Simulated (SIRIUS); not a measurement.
Tm in SIRIUS: convergence with density cutoff

The system is Tm.

```
Tm
1.0
    -1.97055    1.97055    1.97055
     1.97055   -1.97055    1.97055
     1.97055    1.97055   -1.97055
Tm
1
Direct
  0.00000 0.00000 0.00000
```

This isn't the form of Tm at room conditions, which is hcp.

* Program: SIRIUS 7.10.0
* Task: single point
* Functional: PBE
* Potentials or basis: SSSP 1.3.0 PBE efficiency
* Cutoff: 557 eV
* Density cutoff: 3483 eV
* k mesh: 8 × 8 × 8
* Occupations: fermi-dirac, width 0.05 eV
* Spin: collinear spin, ferromagnetic start
* Starting moments: [2.0] μB

These are the settings of the first run; the series varies density cutoff, with any setting tied to it.

Hardware: 1 thread of Arm Neoverse V1, on a shared host.

```tsv
density cutoff	energy less the tightest run, at zero smearing (meV/atom)	pressure (GPa)	absolute moment (μB)	SCF cycles	CPU time (s)	peak memory (GiB)
2666.7 eV	timed out after 440 s	-	-	-	-	-
3483.1 eV	-0.22	1.93	1.33	46	340	0.44
4408.2 eV	-107.36	2.16	1.44	46	330	0.49
5442.3 eV	-0.06	1.94	1.33	43	310	0.56
7197.4 eV	-107.26	2.16	1.44	52	410	0.71
9197.4 eV	-107.25	2.16	1.44	45	370	0.91
12245.1 eV	0.00	1.93	1.33	48	400	1.2
```

Not settled before the last step: the energy (to 1 meV/atom), the pressure (to 0.1 GPa), the absolute moment (to 0.02 μB). The tightest run that finished is the yardstick and may itself not be fully converged.

Caveat, for the tightest run too: the magnetic or orbital state may not be the lowest. The state reached can hang on the start; a lower one may exist.
